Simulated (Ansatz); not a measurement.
## BaTe: sound and stiffness along [100], [110] and [111]

Method: DFT LDA, scalar-relativistic, plane waves, PAW (Ansatz 0.2.0). Cutoff 420 eV, 8×8×8 k-points (Γ-centred), fixed occupations. No spin polarisation.

The cell is fixed (symmetry leaves no force on the atoms) and stands under 0.0 GPa:
```yaml
crystal:
  lattice:
    - [0.00000, 3.43420, 3.43420]
    - [3.43420, 0.00000, 3.43420]
    - [3.43420, 3.43420, 0.00000]
  atoms:
    - { symbol: Ba, position: [0.00000, 0.00000, 0.00000] }
    - { symbol: Te, position: [0.50000, 0.50000, 0.50000] }
```

The cell is the ideal cubic rocksalt prototype.

With ions relaxed, on the cubic axes: C11 = 87.1, C12 = 9.2, C44 = 11.3 GPa. The density is 5.431 g/cm³. Zone-centre modes weren't checked beside this run.

Question: Is the crystal stable against strain, and how anisotropic is it?

Answer: Born's conditions hold: C11 + 2C12 = 105.4, C11 − C12 = 78.0 and C44 = 11.3 GPa are all positive. B = (C11 + 2C12)/3 = 35.1 GPa. The two shear moduli are C44 and C′ = (C11 − C12)/2 = 39.0 GPa, so Zener's ratio is A = C44/C′ = 0.29: the shear C44 is the soft one, as in NaCl, KCl, the halide perovskites and the bcc metals V, Nb, Cr and Mo. The Cauchy pressure C12 − C44 is -2.2 GPa; it would vanish for pair forces between atoms on inversion centres at zero pressure, and a negative value is usual with directional bonding, though many-body forces give one in some ionic oxides too.

Question: Give the sound speeds along the three symmetry directions.

Answer: The Christoffel equation gives ρv² for each branch:
```csv
direction,branch,ρv²,GPa,v (m/s)
[100],L,C11,87.1,4006
[100],T (×2),C44,11.3,1444
[110],L,(C11 + C12 + 2C44)/2,59.5,3309
[110],"T, u ∥ [001]",C44,11.3,1444
[110],"T, u ∥ [1-10]",(C11 − C12)/2,39.0,2680
[111],L,(C11 + 2C12 + 4C44)/3,50.2,3042
[111],T (×2),(C11 − C12 + C44)/3,29.8,2341
```

Question: How does Young's modulus depend on direction?

Answer: Inverting gives S11 = 11.709, S12 = -1.113, S44 = 88.339 TPa⁻¹. Along a unit vector (l, m, n), 1/E = S11 − 2(S11 − S12 − S44/2)(l²m² + m²n² + n²l²), where the last bracket is 0, 1/4 and 1/3 for [100], [110] and [111]: E = 85, 37 and 31 GPa. With A < 1 the cube edge is stiffest. For a film on (001), the biaxial modulus is C11 + C12 − 2C12²/C11 = 94 GPa and the normal strain is −2C12/C11 = -0.21 times the in-plane one.

Cost: 1 run of about 0.83 core-minutes, on Arm Neoverse N1 (shared hosts).